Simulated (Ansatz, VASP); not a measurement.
**SbS2: VASP beside Ansatz**

File INCAR:

```
SYSTEM = SbS2
PREC = Accurate
ENCUT = 520
EDIFF = 1E-6
ISMEAR = 0
SIGMA = 0.1
LREAL = .False.
LASPH = .True.
NELM = 100
ALGO = Normal
ISIF = 2
LWAVE = .False.
LCHARG = .False.
GGA = PE
NBANDS = 26
```

The input KPOINTS:

```
regular mesh
0
Gamma
  4 4 4
  0 0 0
```

File POSCAR:

```
SbS2
1.0
    4.7942499202     -2.7187387545      0.0000000000
    4.7942499202      2.7187387545      0.0000000000
    0.0000000000      0.0000000000      5.2950404683
Sb S
2 4
Direct
    0.7800000000      0.2200000000      0.7500000000
    0.2200000000      0.7800000000      0.2500000000
    0.8900000000      0.4500000000      0.2500000000
    0.5500000000      0.1100000000      0.2500000000
    0.4500000000      0.8900000000      0.7500000000
    0.1100000000      0.5500000000      0.7500000000
```

Input for Ansatz:

```yaml
crystal:
  lattice:
    - [4.7942499202, -2.7187387545, 0.0]
    - [4.7942499202, 2.7187387545, 0.0]
    - [0.0, 0.0, 5.2950404683]
  atoms:
    - { symbol: Sb, position: [0.78, 0.22, 0.75] }
    - { symbol: Sb, position: [0.22, 0.78, 0.25] }
    - { symbol: S, position: [0.89, 0.45, 0.25] }
    - { symbol: S, position: [0.55, 0.11, 0.25] }
    - { symbol: S, position: [0.45, 0.89, 0.75] }
    - { symbol: S, position: [0.11, 0.55, 0.75] }
basis:
  ecutwfc: 420
kpoints:
  mp_grid: { grid: [4, 4, 4] }
hamiltonian:
  xc: pbe
scf:
  occupations: { method: gaussian, width: 0.1 }
  lower_state_search: "off"
output:
  forces: true
  stress: true
  eigenvalues: true
```

Alike in both runs: task single point; functional PBE; k mesh 4 × 4 × 4; occupations gaussian, width 0.1 eV; no spin polarisation.

|  | VASP | Ansatz |
| --- | --- | --- |
| version | VASP 6.6.1 | Ansatz 0.2.0 |
| potentials or method | VASP PAW PBE potentials, release 64 (Sb, S) | scalar-relativistic, plane waves, PAW |
| plane-wave cutoff (eV) | 520 | 420 |
| valence electrons in the cell | 34 | 54 |

```csv
,VASP,Ansatz,Ansatz less VASP
gap on the k mesh at the Fermi level (eV),none,none,-
pressure (GPa),-8.7,-8.5,+0.20
largest component of the traceless stress (GPa),0.25,0.26,+0.013
rms of the force components (eV/Å),0.422,0.420,-0.0021
```

Atom by atom the forces differ by 0.003 eV/Å (rms over components). A gap of «none» marks a metal or a gap that the smearing closes. The two sets of potentials don't hold the same shells in valence.

Spin-orbit coupling is left out, which matters for the levels of Sb.
